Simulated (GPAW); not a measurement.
Crystal: CuO.

```
Cu O
1.0
     3.17953    0.00000    0.00000
    -1.58977    2.75356    0.00000
     0.00000    0.00000    4.43149
Cu O
2 2
Cartesian
  0.0000 0.0000 0.0000
  0.0000 0.0000 2.2157
  0.0000 1.8357 1.1079
  1.5898 0.9179 3.3236
```

Measurements of this composition are mostly on another form, of space group No. 15.

| Quantity | Value |
| --- | --- |
| Program | GPAW 26.7.0 |
| Task | relaxation of cell and atoms |
| Functional | PBE |
| Potentials or basis | GPAW PAW data sets (gpaw-data 1.2.1) |
| Cutoff | 800 eV |
| Basis | pw |
| k mesh | 6 × 6 × 4 |
| Occupations | fermi-dirac, width 0.05 eV |
| Spin | no spin polarisation |

At the start: pressure 7.6 GPa; volume 9.70 Å³/atom.

**Question.** Where does the relaxation end?

**Answer.** Over 10 steps the energy falls by 186.8 meV/atom and the volume is 9.75 Å³/atom (+0.5 %); space group P6_3/mmc (No. 194, to 0.05 Å).

The path:
```
step  energy change (eV)  largest force (eV/Å)  pressure (GPa)  volume (Å³)
   1              0.0000                0.0000            7.57        38.80
   2             -0.0863                0.0000            6.09        38.99
   3             -0.4589                0.0000           -0.95        40.01
   4             -0.6433                0.0001           -5.91        40.87
   5             -0.6865                0.0001           -7.57        41.13
   6             -0.7031                0.0001           -7.44        41.00
   7             -0.7283                0.0001           -5.61        40.35
   8             -0.7428                0.0000           -2.46        39.50
   9             -0.7467                0.0001           -0.25        39.02
  10             -0.7470                0.0001            0.06        38.98
```

Final structure:
```
CELL_PARAMETERS angstrom
2.96369 0.00000 0.00000
-1.48185 2.56663 0.00000
0.00000 0.00000 5.12451
ATOMIC_POSITIONS crystal
Cu 0.00000 0.00000 0.00000
Cu 0.00000 0.00000 0.50000
O 0.33333 0.66667 0.25001
O 0.66667 0.33333 0.74999
```

Caveat: the k mesh is coarse (spacing up to 0.38 Å⁻¹), so the values aren't converged; with this Cu data set, volumes or pressures lay over 1.5 % or 2 GPa off other programs in two to four cells of ten; later steps reuse the first step's grids; the run has no spin polarisation, though such a crystal can be magnetic.
